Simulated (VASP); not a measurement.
Set up this calculation in VASP 6.6.1, as the native input.

* Task: relaxation of cell and atoms
* Functional: PBE
* Potentials or basis: VASP PAW PBE potentials, release 64 (Ca_sv_GW, H_GW)
* Cutoff: 900 eV
* k mesh: 5 × 5 × 5
* Occupations: fermi-dirac, width 0.05 eV
* Spin: no spin polarisation
* Further INCAR settings: ALGO = Normal; EDIFF = 1e-06; IBRION = 2; EDIFFG = -0.02; NSW = 40; ISIF = 3

The structure of CaH4 lies in POSCAR:

```
CaH4
1.0
    4.1679800000      0.0000000000      0.0000000000
    0.0000000000      4.1679800000      0.0000000000
    0.0000000000      0.0000000000      4.1679800000
Ca H
1 4
Direct
    0.0000000000      0.0000000000      0.0000000000
    0.5000000000      0.0000000000      0.0000000000
    0.0000000000      0.5000000000      0.0000000000
    0.0000000000      0.0000000000      0.5000000000
    0.5000000000      0.5000000000      0.5000000000
```

The cell was built by a generator and needn't be a form met in nature.

These files were run (other wordings do the same):

INCAR

```
SYSTEM = CaH4
PREC = Accurate
ENCUT = 900
EDIFF = 1E-6
ISMEAR = -1
SIGMA = 0.05
LREAL = .False.
LASPH = .True.
NELM = 60
ALGO = Normal
ISIF = 3
LWAVE = .False.
LCHARG = .False.
GGA = PE
IBRION = 2
NSW = 40
EDIFFG = -0.02
```

KPOINTS

```
regular mesh
0
Gamma
  5 5 5
  0 0 0
```

Potentials or basis: VASP PAW PBE potentials, release 64 (Ca_sv_GW, H_GW).

Run with:

```bash
$ cat potpaw_PBE.64/Ca_sv_GW/POTCAR potpaw_PBE.64/H_GW/POTCAR > POTCAR
$ mpirun -np 1 vasp_std > vasp.out
```

Results of the run:

The pressure after relaxing is 0.1 GPa. The band gap on the k mesh is none (metal or under the smearing width).

Caveat: the relaxation stopped at its first step, so nothing moved.

It took 39 s on 1 thread of Intel(R) Xeon(R) Platinum 8259CL CPU @ 2.50GHz (Skylake/Cascade Lake), with other jobs on the host, peak memory 0.26 GiB.
